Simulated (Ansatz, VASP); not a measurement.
TiB4: VASP beside Ansatz

```
CELL_PARAMETERS angstrom
-2.46049 2.46049 2.46049
2.46049 -2.46049 2.46049
2.46049 2.46049 -2.46049
ATOMIC_POSITIONS crystal
Ti 0.00000 0.00000 0.00000
B 0.00000 0.00000 0.50000
B 0.00000 0.50000 0.00000
B 0.50000 0.00000 0.00000
B 0.50000 0.50000 0.50000
```

Change from the starting cell: species swapped into the MnGa4 type (Im-3m, No. 229).

Alike in both runs: functional PBE; k mesh 6 × 6 × 6; occupations gaussian, width 0.1 eV; no spin polarisation.

Ansatz relaxed the structure, and its values are those at the end. VASP's run is a single point on that final structure, the one shown.

```csv
,VASP,Ansatz
version,VASP 6.6.1,Ansatz 0.2.0
potentials or method,"VASP PAW PBE potentials, release 64 (Ti_sv, B)","scalar-relativistic, plane waves, PAW"
plane-wave cutoff (eV),520,420
valence electrons in the cell,24,24
```

|  | VASP | Ansatz | Ansatz less VASP |
| --- | --- | --- | --- |
| gap on the k mesh at the Fermi level (eV) | none | none | - |
| pressure (GPa) | -0.2 | 0.1 | +0.28 |

A gap of «none» marks a metal or a gap that the smearing closes. The functional is the same, so the differences come from potentials, cutoffs and numerics.
